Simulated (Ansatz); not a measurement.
# In: a line through a two-coordinate scan

An exercise on one series of results from a longer session: the logs are not shown, and one member is left open.

Computed with Ansatz 0.2.0 (DFT PBE, scalar-relativistic, plane waves, PAW, unless a step's input says otherwise).

1 further run of the same task is left out (set aside as unsound or not needed).

### The starting structure

Symmetry: I4/mmm, No. 139, tetragonal system. Conventional cell: a = 3.390 Å, b = 3.390 Å, c = 4.784 Å, α = 90.00°, β = 90.00°, γ = 90.00°. In (site symmetry 4/mmm) has 12 In at 3.39 Å as nearest neighbours.

As a file:

```
CELL_PARAMETERS angstrom
-1.69511 1.69511 2.39209
1.69511 -1.69511 2.39209
1.69511 1.69511 -2.39209
ATOMIC_POSITIONS crystal
In 0.00000 0.00000 0.00000
```

This cell was relaxed beforehand with the same method: volume 27.49 Å³/atom, gap on the mesh none (metal).

### Plan of the line

The energy is mapped over volume and the cell's shape.

- volume per atom: 5 values from 24.19 to 30.79 Å³
- c/a of the conventional cell: 5 values from 1.251 to 1.592

Nothing else is relaxed (symmetry fixes all fractional coordinates). Energies count from the relaxed crystal. Points are written as (first, second).

The first run:

input.yaml

```yaml
crystal:
  lattice:
    - [-1.5920560072, 1.5920560072, 2.3863327492]
    - [1.5920560072, -1.5920560072, 2.3863327492]
    - [1.5920560072, 1.5920560072, -2.3863327492]
  atoms:
    - { symbol: In, position: [0.0, 0.0, 0.0] }
basis:
  ecutwfc: 420
kpoints:
  mp_grid: { grid: [20, 20, 20] }
hamiltonian:
  xc: pbe
scf:
  occupations: { method: gaussian, width: 0.15 }
output:
  forces: true
  stress: true
  eigenvalues: true
```

On the command line:

```
$ ansatz run input.yaml --threads 1 --pin off --max-ram 2048MiB --backend cpu --events-out ev --progress --plain --runs-dir out
```

Among the steps run: The run at (24.19 Å³, 1.499); Grid point (25.84 Å³, 1.499); The run at (27.49 Å³, 1.499); Grid point (29.14 Å³, 1.499); Point (30.79 Å³, 1.499).

One table of the session follows, with a row left open; its other results are not shown here.

It belongs to the step «The line in numbers». 

| volume per atom (Å³) | energy (meV/atom) | slope (meV/atom per Å³) | pressure (GPa) |
| --- | --- | --- | --- |
| 24.19 | 57.4 | −39.6 | 6.3 |
| 25.84 | 12.4 | −16.4 | 2.6 |
| 27.49 | −0.44 | −0.1 | 0.0 |
| 29.14 | ? | ? | ? |
| 30.79 | 34.3 | 18.9 | −3.0 |

Q: Estimate the row for volume per atom (Å³) = 29.14 from the others.

Worked estimate for «energy (meV/atom)». A straight line through the neighbours (27.49, −0.44) and (30.79, 34.3) gives −0.44 + (34.3 − −0.44) × (29.14 − 27.49) / (30.79 − 27.49) = 16.9; a parabola fitted to 3 rows on both sides gives 6.9.

The run gave: energy (meV/atom): 9.2; slope (meV/atom per Å³): 11.1; pressure (GPa): −1.8. In «energy (meV/atom)» the line misses by +7.7 and the parabola by -2.3.

Energies count from the relaxed crystal.

What this shows: Along the line the energy is lowest at 27.49 Å³, −0.44 meV/atom from the zero. V·d²E/dV² there is about 36 GPa, a bulk modulus under this line's constraint. The well is lopsided: two grid steps out, the energy rises by 57.8 meV/atom towards smaller values and 34.8 meV/atom towards larger ones. The highest point computed, at 24.19 Å³, lies 57.8 meV/atom above the lowest.
